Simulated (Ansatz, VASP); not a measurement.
## Gd in VASP and in Ansatz

File INCAR:

```
SYSTEM = Gd
  ALGO = Normal
  EDIFF = 1E-6
  ENCUT = 520
  GGA = PE
  ISIF = 2
  ISMEAR = -1
  ISPIN = 2
  LASPH = .TRUE.
  LCHARG = .FALSE.
  LMAXMIX = 6
  LORBIT = 11
  LREAL = .FALSE.
  LWAVE = .FALSE.
  MAGMOM = 7
  NBANDS = 19
  NELM = 150
  PREC = Accurate
  SIGMA = 0.03
```

Contents of KPOINTS:

```
k-points
0
G
  11 11 11
  0 0 0
```

Contents of POSCAR:

```
Gd
1.0
   -1.8316209435      1.8316209435      1.8316209435
    1.8316209435     -1.8316209435      1.8316209435
    1.8316209435      1.8316209435     -1.8316209435
Gd
1
Direct
    0.0000000000      0.0000000000      0.0000000000
```

Input for Ansatz:

```yaml
crystal:
  lattice:
    - [-1.8316209435, 1.8316209435, 1.8316209435]
    - [1.8316209435, -1.8316209435, 1.8316209435]
    - [1.8316209435, 1.8316209435, -1.8316209435]
  atoms:
    - { symbol: Gd, position: [0.0, 0.0, 0.0], spin: 7.0 }
magnetization:
  spin_polarized: true
kpoints:
  mp_grid: { grid: [11, 11, 11] }
scf:
  occupations: { method: fermi_dirac, width: 0.03 }
hamiltonian:
  xc: pbe
  pseudopotentials: { kind: paw }
output:
  forces: true
  stress: true
  eigenvalues: true
  populations: true
```

Change from the starting cell: volume scaled by 0.74, PAW files.

Alike in both runs: task single point; functional PBE; k mesh 11 × 11 × 11; occupations fermi-dirac, width 0.03 eV; collinear spin.

|  | VASP | Ansatz |
| --- | --- | --- |
| version | VASP 6.6.1 | Ansatz 0.2.0 |
| potentials or method | VASP PAW PBE potentials, release 64 (Gd) | PAW with Ansatz's default frozen-core files, scalar-relativistic |
| plane-wave cutoff (eV) | 520 | 420 |
| valence electrons in the cell | 18 | 18 |

```csv
,VASP,Ansatz,Ansatz less VASP
pressure (GPa),16.3,16.1,-0.22
net moment per atom (μB),7.61,7.61,-0.002
size of the moment on the site where the two differ most (μB),7.05,7.31,+0.264
```

Site moments also hang on the region over which each program counts them.

Caveats: so large a pressure means that the cell lies far from this level's equilibrium, or that cutoff or potentials fall short (VASP); spin-orbit coupling is left out, which moves the levels of the heavy elements. The state reached can hang on the start; a lower one may exist.
